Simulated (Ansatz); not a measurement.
Crystal: CsH.

```xyz
2
Lattice="3.8184 0.0000 0.0000 0.0000 3.8184 0.0000 0.0000 0.0000 3.8184" Properties=species:S:1:pos:R:3 pbc="T T T"
Cs    0.0000    0.0000    0.0000
H     1.9092    1.9092    1.9092
```

The cell comes from a database or a generator and needn't be the stable form of this composition.

Base run:

| Property | Result |
| --- | --- |
| Program | Ansatz 0.2.0 |
| Functional | HSE(alpha, omega) |
| Potentials or basis | all-electron PAW datasets made for the crystal |
| Cutoff | 340 eV (chosen from the basis error) |
| k mesh | 4 × 4 × 4 |
| Occupations | fermi-dirac, width 0.05 eV |
| Spin | no spin polarisation |

Its results: band gap on the k mesh 3.40 eV, indirect (least direct gap 3.46 eV); pressure 0.1 GPa.

Q: The run is repeated on the same cell with these changes: screening of exact exchange from 0.3 1/A to 0.2 1/A. What comes out?

A: Band gap on the k mesh 3.63 eV, indirect (least direct gap 3.68 eV); pressure 0.2 GPa.

Caveats: spin-orbit coupling is left out, which moves the levels of the heavy elements.

A k mesh can miss the band edges.
